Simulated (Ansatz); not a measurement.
# BeSe: how the settings move a single-point run

How sensitive is a single-point run of BeSe to its settings? A reference run comes first, then one run with altered input.

Program: Ansatz 0.2.0. Level of theory: reference: DFT, PBE, plane-wave PAW, default files, scalar-relativistic. These are calculated values, not measurements.

## 1. The structure to begin with

Symmetry: F-43m, No. 216, cubic system. Conventional cell: a = 5.168 Å, b = 5.168 Å, c = 5.168 Å, α = 90.00°, β = 90.00°, γ = 90.00°. Be (site symmetry -43m) has 4 Se at 2.24 Å as nearest neighbours. Around Se (site symmetry -43m) lie 4 Be at 2.24 Å.

Coordinates:

```
CELL_PARAMETERS angstrom
0.00000 2.58397 2.58397
2.58397 0.00000 2.58397
2.58397 2.58397 0.00000
ATOMIC_POSITIONS crystal
Be 0.00000 0.00000 0.00000
Se 0.75000 0.75000 0.75000
```

## 2. The reference run

Input file input.yaml:

```yaml
crystal:
  lattice:
    - [0.0, 2.5839687382, 2.5839687382]
    - [2.5839687382, 0.0, 2.5839687382]
    - [2.5839687382, 2.5839687382, 0.0]
  atoms:
    - { symbol: Be, position: [0.0, 0.0, 0.0] }
    - { symbol: Se, position: [0.75, 0.75, 0.75] }
kpoints:
  mp_grid: { grid: [9, 9, 9] }
scf:
  occupations: { method: fermi_dirac, width: 0.02 }
hamiltonian:
  xc: pbe
  pseudopotentials: { kind: paw }
output:
  forces: true
  stress: true
  populations: true
  efg: { quadrupole_moments_barn: { Be: 0.05288 }, contact_densities: true }
```

Started as:

```
ansatz run input.yaml --threads 1 --pin off --max-ram 2560MiB --backend cpu --events-out ev --progress --plain --runs-dir out
```

## 3. Changing settings: n_extra_bands 8

Changes to input.yaml since step 2:

```diff
@@ -12,2 +12,3 @@
   occupations: { method: fermi_dirac, width: 0.02 }
+  n_extra_bands: 8
 hamiltonian:
```

**Question.** What will these runs give? Wanted: for each run, ending; energy change; pressure; gap; force.

The runs gave:

| run | ending | energy change | pressure (GPa) | gap (eV) | force (eV/Å) | cycles | time |
| --- | --- | --- | --- | --- | --- | --- | --- |
| reference | converged | 0 | 0.4 | 2.74 | 0.00 | 6 | 2.8 s |
| 1: n_extra_bands 8 | converged | 0.0 meV/atom | 0.4 | 2.74 | 0.00 | 6 | 3.3 s |

Residual by cycle in the longest SCF loop of each run; runs are numbered as in the table. The quantity is the density residual dr2, in eV.

| cycle | reference | run 1 |
| --- | --- | --- |
| 1 | 1.4e-5 | 1.7e-5 |
| 2 | 6.6e-5 | 4.8e-5 |
| 3 | 4.1e-6 | 1.8e-6 |
| 4 | 2.9e-6 | 1.8e-6 |
| 5 | 5.9e-7 | 2.1e-7 |
| 6 | 9.5e-8 | 2.4e-8 |

**Reading.** Energy and cycle count are those of the reference, so the change (band count) left the result and the number of cycles as they were.

These are semilocal Kohn-Sham gaps, which aren't the measured quantity. Such gaps usually fall short of the measured ones.
